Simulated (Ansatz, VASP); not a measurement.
Mo in VASP and in Ansatz

File INCAR:

```
SYSTEM = Mo
PREC     = Accurate       ! precision mode
ENCUT    = 520            ! plane-wave cutoff, eV
EDIFF    = 1E-7           ! SCF threshold, eV
ISMEAR   = -1             ! smearing method
SIGMA    = 0.1            ! smearing width, eV
LREAL    = .FALSE.        ! projectors in reciprocal space
LASPH    = .TRUE.         ! aspherical terms in the spheres
NELM     = 80             ! most SCF steps
ALGO     = Normal         ! electronic algorithm
ISIF     = 2              ! what is computed and relaxed
LWAVE    = .FALSE.        ! write WAVECAR
LCHARG   = .FALSE.        ! write CHGCAR
GGA      = PS             ! functional
NBANDS   = 13             ! bands
```

File KPOINTS:

```
regular mesh
0
G
  14 14 14
  0 0 0
```

The input POSCAR:

```
Mo
1.0
    2.6415765908      0.0000000000      0.0000000000
    0.0000000000      2.6415765908      0.0000000000
    0.0000000000      0.0000000000      2.6415765908
Mo
1
Direct
    0.0000000000      0.0000000000      0.0000000000
```

Input for Ansatz:

```yaml
crystal:
  lattice:
    - [2.6415765908, 0.0, 0.0]
    - [0.0, 2.6415765908, 0.0]
    - [0.0, 0.0, 2.6415765908]
  atoms:
    - { symbol: Mo, position: [0.0, 0.0, 0.0] }
hamiltonian:
  xc: pbesol
  pseudopotentials:
    kind: paw
    azcp:
      Mo: "pseudopotentials/Mo.paw.azcp"
basis:
  ecutwfc: 420
  fft_grid_basis: typed
kpoints:
  mp_grid: { grid: [14, 14, 14], shift: [0, 0, 0] }
magnetization:
  spin_polarized: false
scf:
  occupations: { method: fermi_dirac, width: 0.1 }
  lower_state_search: "off"
output:
  stress: true
```

Alike in both runs: task single point; functional PBEsol; k mesh 14 × 14 × 14; occupations fermi-dirac, width 0.1 eV; no spin polarisation.

|  | VASP | Ansatz |
| --- | --- | --- |
| version | VASP 6.6.1 | Ansatz 0.2.0 |
| potentials or method | VASP PAW PBE potentials, release 64 (Mo_sv) | plane waves (420 eV) with PAW, scalar-relativistic |
| plane-wave cutoff (eV) | 520 | 420 |
| valence electrons in the cell | 14 | 14 |

|  | VASP | Ansatz | Ansatz less VASP |
| --- | --- | --- | --- |
| pressure (GPa) | -14.0 | -14.3 | -0.36 |

Ansatz warned: «pseudo_functional_mismatch».

Caveats: the PAW data sets were made with another functional, which shifts forces and pressure a little (VASP).
